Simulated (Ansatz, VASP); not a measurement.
# One calculation of Sn, two programs

File INCAR:

```
PREC = Accurate
ENCUT = 520
EDIFF = 1E-6
ISMEAR = 0
SIGMA = 0.1
LREAL = F
LASPH = T
NELM = 60
ALGO = Normal
ISIF = 2
LWAVE = F
LCHARG = F
GGA = CA
NBANDS = 21
```

KPOINTS

```
regular mesh
0
Gamma
  6 6 6
```

POSCAR

```
Sn
1.0
    0.0000000000      3.2849870000      3.2849870000
    3.2849870000      0.0000000000      3.2849870000
    3.2849870000      3.2849870000      0.0000000000
Sn
2
Direct
    0.5000000000      0.5000000000      0.5000000000
    0.7500000000      0.7500000000      0.7500000000
```

Input for Ansatz:

```yaml
crystal:
  lattice:
    - [0.0, 3.284987, 3.284987]
    - [3.284987, 0.0, 3.284987]
    - [3.284987, 3.284987, 0.0]
  atoms:
    - { symbol: Sn, position: [0.5, 0.5, 0.5] }
    - { symbol: Sn, position: [0.75, 0.75, 0.75] }
basis:
  ecutwfc: 420
kpoints:
  mp_grid: { grid: [6, 6, 6] }
hamiltonian:
  xc: lda
  pseudopotentials: { kind: paw, azcp: { folder: soft_1 } }
scf:
  occupations: { method: gaussian, width: 0.1 }
output:
  forces: true
  stress: true
  eigenvalues: true
```

This isn't the form of Sn at room conditions, which is tetragonal (white tin).

Alike in both runs: task single point; functional LDA; k mesh 6 × 6 × 6; occupations gaussian, width 0.1 eV; no spin polarisation.

|  | VASP | Ansatz |
| --- | --- | --- |
| version | VASP 6.6.1 | Ansatz 0.2.0 |
| potentials or method | VASP PAW LDA potentials, release 64 (Sn_d) | scalar-relativistic, plane waves, PAW |
| plane-wave cutoff (eV) | 520 | 420 |
| valence electrons in the cell | 28 | 28 |

```tsv
	VASP	Ansatz	Ansatz less VASP
gap on the k mesh at the Fermi level (eV)	none	none	-
pressure (GPa)	-1.7	-1.8	-0.01
```

A gap of «none» marks a metal or a gap that the smearing closes. Ansatz warned: «pseudo_functional_mismatch».
